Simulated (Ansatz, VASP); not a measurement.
GaAs: VASP beside Ansatz

Contents of INCAR:

```
PREC = Accurate
ENCUT = 520
EDIFF = 1E-6
ISMEAR = -1
SIGMA = 0.05
LREAL = F
LASPH = T
NELM = 60
ALGO = Normal
ISIF = 2
LWAVE = F
LCHARG = T
GGA = PE
LELF = T
LVHAR = T
NBANDS = 16
```

File KPOINTS:

```
Automatic mesh
0
Gamma
  9 9 9
```

POSCAR

```
GaAs
1.0
    0.0000000000      2.6594545876      2.6594545876
    2.6594545876      0.0000000000      2.6594545876
    2.6594545876      2.6594545876      0.0000000000
Ga As
1 1
Direct
    0.0000000000      0.0000000000      0.0000000000
    0.5000000000      0.5000000000      0.5000000000
```

Contents of input.yaml:

```yaml
crystal:
  lattice:
    - [0.0, 2.6594545876, 2.6594545876]
    - [2.6594545876, 0.0, 2.6594545876]
    - [2.6594545876, 2.6594545876, 0.0]
  atoms:
    - { symbol: Ga, position: [0.0, 0.0, 0.0] }
    - { symbol: As, position: [0.5, 0.5, 0.5] }
hamiltonian:
  xc: pbe
  pseudopotentials: { kind: paw }
kpoints:
  mp_grid: { grid: [9, 9, 9] }
scf:
  occupations: { method: fermi_dirac, width: 0.05 }
output:
  forces: true
  stress: true
  eigenvalues: true
```

The cell was built by a generator and needn't be a form met in nature.

Alike in both runs: task single point; functional PBE; k mesh 9 × 9 × 9; occupations fermi-dirac, width 0.05 eV; no spin polarisation.

```csv
,VASP,Ansatz
version,VASP 6.6.1,Ansatz 0.2.0
potentials or method,"VASP PAW PBE potentials, release 64 (Ga_d, As)",Ansatz PAW
plane-wave cutoff (eV),520,420
valence electrons in the cell,18,28
```

|  | VASP | Ansatz | Ansatz less VASP |
| --- | --- | --- | --- |
| gap on the k mesh at the Fermi level (eV) | none | none | - |
| pressure (GPa) | 3.3 | 3.1 | -0.22 |

A gap of «none» marks a metal or a gap that the smearing closes. The two sets of potentials don't hold the same shells in valence.
